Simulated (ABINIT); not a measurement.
# MgS (Niningerite) (Fm-3m) in ABINIT: equation of state with PBE0

Aim: the equation of state of MgS (Niningerite) with PBE0.

Everything below comes from runs of ABINIT 10.8.3 (patched build). Logs are shortened: lines on timing, memory, paths and dates and some standing lists are left out, and cuts for length are marked. The log counts tension as positive stress, the text compression.

## 1. The crystal as given

It takes space group Fm-3m (No. 225, cubic). Conventional cell: a = 5.203 Å, b = 5.203 Å, c = 5.203 Å, α = 90.00°, β = 90.00°, γ = 90.00°. S (site symmetry m-3m) is surrounded by 6 Mg at 2.60 Å. Mg (site symmetry m-3m) has 6 S at 2.60 Å as nearest neighbours.

## 2. Equation of state, PBE0

run.abi

```
# Datasets: one volume each
ndtset 7
scalecart1 3*0.9795861087
scalecart2 3*0.9864848297
scalecart3 3*0.9932883884
scalecart4 3*1.0000000000
scalecart5 3*1.0066227096
scalecart6 3*1.0131594038
scalecart7 3*1.0196128224

# Pseudopotentials
pp_dirpath "./"
pseudos "16_S_6_1.8_1.9_pbe_n_v1.0.psp8, 12_Mg_10_1.9_2.0_pbe_v1.0.psp8"

# Structure
acell 3*1.0
rprim
     0.0000000000     4.9164059721     4.9164059721
     4.9164059721     0.0000000000     4.9164059721
     4.9164059721     4.9164059721     0.0000000000
ntypat 2
znucl 16 12
natom 2
typat 1 2
xred
     0.5000000000     0.5000000000     0.5000000000
     0.0000000000     0.0000000000     0.0000000000

# Plane-wave basis
ecut 26.0

# k points
kptopt 1
ngkpt 3 3 3
nshiftk 1
shiftk 0.0 0.0 0.0

# Exchange and correlation
ixc 41

# Bands and occupations
nband 12
occopt 3
tsmear 0.05 eV

# SCF cycle
nstep 60
toldfe 1.0e-7

# Output
iomode 3
prtwf 0
prtden 0
prteig 0
prtebands 0
```

Potentials or basis: SPMS NC PBE v1.0.

Launch:

```sh
$ mpirun --bind-to none -np 4 abinit run.abi > log 2>&1
```

run.abo:

```text
.Version 10.8.3 of ABINIT
 DATASET    1 : space group Fm -3 m (#225); Bravais cF (face-center cubic)
================================================================================
 Values of the parameters that define the memory need for DATASET  1.
     intxc =       0    ionmov =       0      iscf =       7    lmnmax =       6
     lnmax =       6     mgfft =      32  mpssoang =       3    mqgrid =    3001
     natom =       2  nloc_mem =       1    nspden =       1   nspinor =       1
    nsppol =       1      nsym =      48    n1xccc =    2501    ntypat =       2
    occopt =       3   xclevel =       2
       mpw =        1427          nfft =       32768          nkpt =           4
================================================================================
================================================================================
[... 61 lines left out ...]
 DATASET    7 : space group Fm -3 m (#225); Bravais cF (face-center cubic)
================================================================================
 Values of the parameters that define the memory need for DATASET  7.
     intxc =       0    ionmov =       0      iscf =       7    lmnmax =       6
     lnmax =       6     mgfft =      36  mpssoang =       3    mqgrid =    3001
     natom =       2  nloc_mem =       1    nspden =       1   nspinor =       1
    nsppol =       1      nsym =      48    n1xccc =    2501    ntypat =       2
    occopt =       3   xclevel =       2
       mpw =        1639          nfft =       46656          nkpt =           4
================================================================================
================================================================================

--------------------------------------------------------------------------------
------------- Echo of variables that govern the present computation ------------
--------------------------------------------------------------------------------
 -outvars: echo values of preprocessed input variables --------
            acell      1.0000000000E+00  1.0000000000E+00  1.0000000000E+00 Bohr
              amu      3.20660000E+01  2.43050000E+01
             ecut      2.60000000E+01 Hartree
              ixc          41
           jdtset        1    2    3    4    5    6    7
         kptrlatt        3    0    0      0    3    0      0    0    3
          kptrlen1     2.04327400E+01
          kptrlen2     2.05766372E+01
          kptrlen3     2.07185496E+01
          kptrlen4     2.08585440E+01
          kptrlen5     2.09966841E+01
          kptrlen6     2.11330300E+01
          kptrlen7     2.12676389E+01
            natom           2
            nband          12
          nbandhf          12
           ndtset           7
            ngfft1         32      32      32
            ngfft2         32      32      32
            ngfft3         32      32      32
            ngfft4         32      32      32
            ngfft5         36      36      36
            ngfft6         36      36      36
            ngfft7         36      36      36
             nkpt           4
           nkpthf          27
            nstep          60
             nsym          48
           ntypat           2
           occopt           3
           prtden           0
        prtebands           0
           prteig           0
            prtwf           0
            rprim1     0.0000000000E+00  4.8160429950E+00  4.8160429950E+00
                       4.8160429950E+00  0.0000000000E+00  4.8160429950E+00
                       4.8160429950E+00  4.8160429950E+00  0.0000000000E+00
            rprim2     0.0000000000E+00  4.8499599081E+00  4.8499599081E+00
                       4.8499599081E+00  0.0000000000E+00  4.8499599081E+00
                       4.8499599081E+00  4.8499599081E+00  0.0000000000E+00
            rprim3     0.0000000000E+00  4.8834089647E+00  4.8834089647E+00
                       4.8834089647E+00  0.0000000000E+00  4.8834089647E+00
                       4.8834089647E+00  4.8834089647E+00  0.0000000000E+00
            rprim4     0.0000000000E+00  4.9164059721E+00  4.9164059721E+00
                       4.9164059721E+00  0.0000000000E+00  4.9164059721E+00
                       4.9164059721E+00  4.9164059721E+00  0.0000000000E+00
            rprim5     0.0000000000E+00  4.9489659011E+00  4.9489659011E+00
                       4.9489659011E+00  0.0000000000E+00  4.9489659011E+00
                       4.9489659011E+00  4.9489659011E+00  0.0000000000E+00
            rprim6     0.0000000000E+00  4.9811029435E+00  4.9811029435E+00
                       4.9811029435E+00  0.0000000000E+00  4.9811029435E+00
                       4.9811029435E+00  4.9811029435E+00  0.0000000000E+00
            rprim7     0.0000000000E+00  5.0128305693E+00  5.0128305693E+00
                       5.0128305693E+00  0.0000000000E+00  5.0128305693E+00
                       5.0128305693E+00  5.0128305693E+00  0.0000000000E+00
          spgroup         225
           toldfe      1.00000000E-07 Hartree
           tsmear      1.83746611E-03 Hartree
            typat      1  2
          usefock           1
           xangst1     2.5485401980E+00  2.5485401980E+00  2.5485401980E+00
                       0.0000000000E+00  0.0000000000E+00  0.0000000000E+00
           xangst2     2.5664882554E+00  2.5664882554E+00  2.5664882554E+00
                       0.0000000000E+00  0.0000000000E+00  0.0000000000E+00
           xangst3     2.5841887339E+00  2.5841887339E+00  2.5841887339E+00
                       0.0000000000E+00  0.0000000000E+00  0.0000000000E+00
           xangst4     2.6016499982E+00  2.6016499982E+00  2.6016499982E+00
                       0.0000000000E+00  0.0000000000E+00  0.0000000000E+00
           xangst5     2.6188799706E+00  2.6188799706E+00  2.6188799706E+00
                       0.0000000000E+00  0.0000000000E+00  0.0000000000E+00
           xangst6     2.6358861611E+00  2.6358861611E+00  2.6358861611E+00
                       0.0000000000E+00  0.0000000000E+00  0.0000000000E+00
           xangst7     2.6526756976E+00  2.6526756976E+00  2.6526756976E+00
                       0.0000000000E+00  0.0000000000E+00  0.0000000000E+00
            xcart1     4.8160429950E+00  4.8160429950E+00  4.8160429950E+00
                       0.0000000000E+00  0.0000000000E+00  0.0000000000E+00
            xcart2     4.8499599081E+00  4.8499599081E+00  4.8499599081E+00
                       0.0000000000E+00  0.0000000000E+00  0.0000000000E+00
            xcart3     4.8834089647E+00  4.8834089647E+00  4.8834089647E+00
                       0.0000000000E+00  0.0000000000E+00  0.0000000000E+00
            xcart4     4.9164059721E+00  4.9164059721E+00  4.9164059721E+00
                       0.0000000000E+00  0.0000000000E+00  0.0000000000E+00
            xcart5     4.9489659011E+00  4.9489659011E+00  4.9489659011E+00
                       0.0000000000E+00  0.0000000000E+00  0.0000000000E+00
            xcart6     4.9811029435E+00  4.9811029435E+00  4.9811029435E+00
                       0.0000000000E+00  0.0000000000E+00  0.0000000000E+00
            xcart7     5.0128305693E+00  5.0128305693E+00  5.0128305693E+00
                       0.0000000000E+00  0.0000000000E+00  0.0000000000E+00
             xred      5.0000000000E-01  5.0000000000E-01  5.0000000000E-01
                       0.0000000000E+00  0.0000000000E+00  0.0000000000E+00
            znucl       16.00000   12.00000

================================================================================

 chkinp: Checking input parameters for consistency, jdtset=   1.

 chkinp: Checking input parameters for consistency, jdtset=   2.
[... 32 lines left out ...]
 getcut: wavevector=  0.0000  0.0000  0.0000  ngfft=  32  32  32
         ecut(hartree)=     26.000   => boxcut(ratio)=   2.04688

--- Pseudopotential description ------------------------------------------------
- pspini: atom type   1  psp file is ./16_S_6_1.8_1.9_pbe_n_v1.0.psp8
    8   11    2    4       600   0.00000      pspcod,pspxc,lmax,lloc,mmax,r2well
    5.99000000000000    6.00000000000000    0.00000000000000   rchrg,fchrg,qchrg
     nproj     2     2     2
     extension_switch     1

- pspini: atom type   2  psp file is ./12_Mg_10_1.9_2.0_pbe_v1.0.psp8
    8   11    1    4       400   0.00000      pspcod,pspxc,lmax,lloc,mmax,r2well
    3.99000000000000    0.00000000000000    0.00000000000000   rchrg,fchrg,qchrg
     nproj     2     2
     extension_switch     1

   2.29840839E+02                                ecore*ucvol(ha*bohr**3)
--------------------------------------------------------------------------------

================================================================================

--- !BeginCycle
iteration_state: {dtset: 1, }
solver: {iscf: 7, nstep: 60, nline: 4, wfoptalg: 0, }
tolerances: {toldfe: 1.00E-07, }
...
[... 1104 lines left out ...]
-Cartesian components of stress tensor (GPa)         [Pressure= -3.3799E+00 GPa]
- sigma(1 1)=  3.37989993E+00  sigma(3 2)=  0.00000000E+00
- sigma(2 2)=  3.37989993E+00  sigma(3 1)=  0.00000000E+00
- sigma(3 3)=  3.37989993E+00  sigma(2 1)=  0.00000000E+00

== END DATASET(S) ==============================================================
================================================================================

 -outvars: echo values of variables after computation  --------
            acell      1.0000000000E+00  1.0000000000E+00  1.0000000000E+00 Bohr
           etotal1    -6.7164727193E+01
           etotal2    -6.7165695832E+01
           etotal3    -6.7166312780E+01
           etotal4    -6.7166654118E+01
           etotal5    -6.7166708552E+01
           etotal6    -6.7166525715E+01
           etotal7    -6.7166123786E+01
            fcart1    -0.0000000000E+00 -0.0000000000E+00 -0.0000000000E+00
                      -0.0000000000E+00 -0.0000000000E+00 -0.0000000000E+00
            fcart2    -0.0000000000E+00 -0.0000000000E+00 -0.0000000000E+00
                      -0.0000000000E+00 -0.0000000000E+00 -0.0000000000E+00
            fcart3    -0.0000000000E+00 -0.0000000000E+00 -0.0000000000E+00
                      -0.0000000000E+00 -0.0000000000E+00 -0.0000000000E+00
            fcart4    -0.0000000000E+00 -0.0000000000E+00 -0.0000000000E+00
                      -0.0000000000E+00 -0.0000000000E+00 -0.0000000000E+00
            fcart5    -0.0000000000E+00 -0.0000000000E+00 -0.0000000000E+00
                      -0.0000000000E+00 -0.0000000000E+00 -0.0000000000E+00
[... 38 lines left out ...]
                       0.0000000000E+00  0.0000000000E+00  0.0000000000E+00
           xangst1     2.5485401980E+00  2.5485401980E+00  2.5485401980E+00
                       0.0000000000E+00  0.0000000000E+00  0.0000000000E+00
           xangst2     2.5664882554E+00  2.5664882554E+00  2.5664882554E+00
                       0.0000000000E+00  0.0000000000E+00  0.0000000000E+00
           xangst3     2.5841887339E+00  2.5841887339E+00  2.5841887339E+00
                       0.0000000000E+00  0.0000000000E+00  0.0000000000E+00
           xangst4     2.6016499982E+00  2.6016499982E+00  2.6016499982E+00
                       0.0000000000E+00  0.0000000000E+00  0.0000000000E+00
           xangst5     2.6188799706E+00  2.6188799706E+00  2.6188799706E+00
                       0.0000000000E+00  0.0000000000E+00  0.0000000000E+00
           xangst6     2.6358861611E+00  2.6358861611E+00  2.6358861611E+00
                       0.0000000000E+00  0.0000000000E+00  0.0000000000E+00
           xangst7     2.6526756976E+00  2.6526756976E+00  2.6526756976E+00
                       0.0000000000E+00  0.0000000000E+00  0.0000000000E+00
             xred      5.0000000000E-01  5.0000000000E-01  5.0000000000E-01
                       0.0000000000E+00  0.0000000000E+00  0.0000000000E+00
 Calculation completed.
```

Run time: 5.6 min. Hardware: 4 MPI ranks of Arm Neoverse V1, shared host; peak memory 0.48 GiB.

What came out:

```
Equilibrium volume                      : 17.87 Å³/atom
Bulk modulus                            : 78 GPa
Pressure derivative of the bulk modulus : 4.3 (rough: it moves with the points fitted)
```

Energy against volume, from the lowest point:
```csv
volume (Å³/atom),energy (meV/atom)
16.553,26.96
16.905,13.78
17.257,5.38
17.609,0.74
17.962,0.00
18.314,2.49
18.666,7.96
```

Caveat: the k mesh is coarse (spacing up to 0.70 Å⁻¹), so the values aren't converged, least of all with exact exchange; pressures at fixed basis lie under the slope of the energies; the potentials were made for another functional, which shifts forces and pressure. Zero-point motion and thermal expansion aren't in these numbers.
